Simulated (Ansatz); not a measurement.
Ge: equation of state with SVWN5

**Measured values to compare with.**

“Sub-monolayer structures of Ag overlayers on Ge(111): experimental observations and first-principles study”, 2019, arxiv:1908.00180 quotes, for a bulk crystal of Ge: bulk modulus 75.8 GPa.

The system is Ge.

```
Ge
1.0
     0.00000    2.82891    2.82891
     2.82891    0.00000    2.82891
     2.82891    2.82891    0.00000
Ge
2
Direct
  0.75000 0.75000 0.75000
  0.50000 0.50000 0.50000
```

- Program: Ansatz 0.2.0
- Task: equation of state
- Functional: SVWN5
- Potentials or basis: Ansatz PAW
- Cutoff: 420 eV
- Density cutoff: 1680 eV
- k mesh: 8 × 8 × 8
- Occupations: fermi-dirac, width 0.05 eV
- Spin: no spin polarisation

```json
{
  "Equilibrium volume": "22.19 Å³/atom",
  "Bulk modulus": "70 GPa",
  "Pressure derivative of the bulk modulus": "4.4"
}
```

Energy against volume, from the lowest point:
```csv
volume (Å³/atom),energy (meV/atom)
21.281,8.85
21.733,2.12
22.186,0.00
22.639,1.87
23.092,7.41
23.545,16.25
23.997,27.98
```

All runs of the series together: 5.6 s on 2 threads of Intel(R) Xeon(R) CPU @ 2.80GHz (Skylake/Cascade Lake), on a shared host.

Against the measured bulk modulus of Ge, 75.8 GPa (quoted in “Sub-monolayer structures of Ag overlayers on Ge(111): experimental observations and first-principles study”, 2019, arxiv:1908.00180), the calculated 70 GPa is off by -7.2 %. The fit is for a static lattice scaled at fixed shape and fixed fractional positions. The cell as given is a measured one (22.64 Å³/atom); SVWN5 puts the equilibrium volume -2.0 % from it, thermal expansion not counted.
